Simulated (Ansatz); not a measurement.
**AlN: frozen-core PAW against all-electron methods**

```xyz
2
Lattice="0.0000 1.9780 1.9780 1.9780 0.0000 1.9780 1.9780 1.9780 0.0000" Properties=species:S:1:pos:R:3 pbc="T T T"
Al    0.0000    0.0000    0.0000
N     1.9780    1.9780    1.9780
```

Atoms are numbered in the order listed.

The geometry is COD entry 1523095, unchecked; take it as a test cell.

Methods: DFT, PBE, PAW with Ansatz's default frozen-core files, scalar-relativistic (Ansatz 0.2.0); DFT, PBE, all-electron PAW with datasets made for the crystal, scalar-relativistic (Ansatz 0.2.0); DFT, PBE, all-electron LAPW, scalar-relativistic (Ansatz 0.2.0).

For PAW: a Γ-centred 10×10×10 k mesh, Fermi–Dirac smearing of 0.02 eV, cutoff 420 eV, no spin polarisation. The crystal-made all-electron datasets (AE datasets) take a cutoff of 380 eV at this cell. LAPW targets a basis error of 1 meV/atom. The Ansatz runs share mesh, smearing and spin set-up. Plane-wave (PAW) pressures include the program's estimate of the Pulay term.

Stress and pressure are positive in compression.

Levels count from the top of the valence band.

```json
{"quantity": "pressure (GPa)", "PAW": "25.56", "AE datasets": "25.51", "LAPW": "25.51"}
{"quantity": "band gap (eV)", "PAW": "5.171", "AE datasets": "5.186", "LAPW": "5.186"}
{"quantity": "highest filled level at K (eV)", "PAW": "-2.459", "AE datasets": "-2.457", "LAPW": "-2.457"}
{"quantity": "lowest empty level at K (eV)", "PAW": "6.286", "AE datasets": "6.282", "LAPW": "6.282"}
{"quantity": "highest filled level at X (eV)", "PAW": "-2.967", "AE datasets": "-2.968", "LAPW": "-2.968"}
{"quantity": "lowest empty level at X (eV)", "PAW": "5.171", "AE datasets": "5.186", "LAPW": "5.186"}
{"quantity": "highest filled level at L (eV)", "PAW": "-1.210", "AE datasets": "-1.202", "LAPW": "-1.202"}
{"quantity": "lowest empty level at L (eV)", "PAW": "6.565", "AE datasets": "6.558", "LAPW": "6.558"}
```
